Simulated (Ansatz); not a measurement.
## Sb: equation of state with PBEsol

The system is Sb.

```xyz
2
Lattice="3.1224 0.0000 0.0000 0.0000 4.3475 0.0000 -0.0389 0.0000 4.4059" Properties=species:S:1:pos:R:3 pbc="T T T"
Sb    0.0262    1.0869    1.0625
Sb    3.0573    3.2606    3.3433
```

This isn't the form of Sb at room conditions, which is rhombohedral.

| Property | Result |
| --- | --- |
| Program | Ansatz 0.2.0 |
| Task | equation of state |
| Functional | PBEsol |
| Potentials or basis | PseudoDojo standard |
| Cutoff | 1088 eV |
| Density cutoff | 4354 eV |
| k mesh | 9 × 6 × 6 |
| Occupations | fermi-dirac, width 0.05 eV |
| Spin | no spin polarisation |

The equilibrium volume is 28.71 Å³/atom, the bulk modulus at fixed shape and positions is 61 GPa and the pressure derivative of the bulk modulus is 4.6.

Energy against volume, from the lowest point:
```tsv
volume (Å³/atom)	energy (meV/atom)
28.110	2.45
28.708	0.00
29.306	2.29
29.904	8.79
30.502	19.04
31.100	32.62
31.698	49.18
```

All runs of the series together: 110 s on 2 threads of AMD EPYC 7R43 64-Core Processor (Zen 3), with other jobs on the host.

Caveat: the cell was scaled at fixed shape and fractional positions, which overstates the stiffness of a crystal with free parameters, most of all of layers and chains. Spin-orbit coupling is left out, which matters for the levels of Sb.
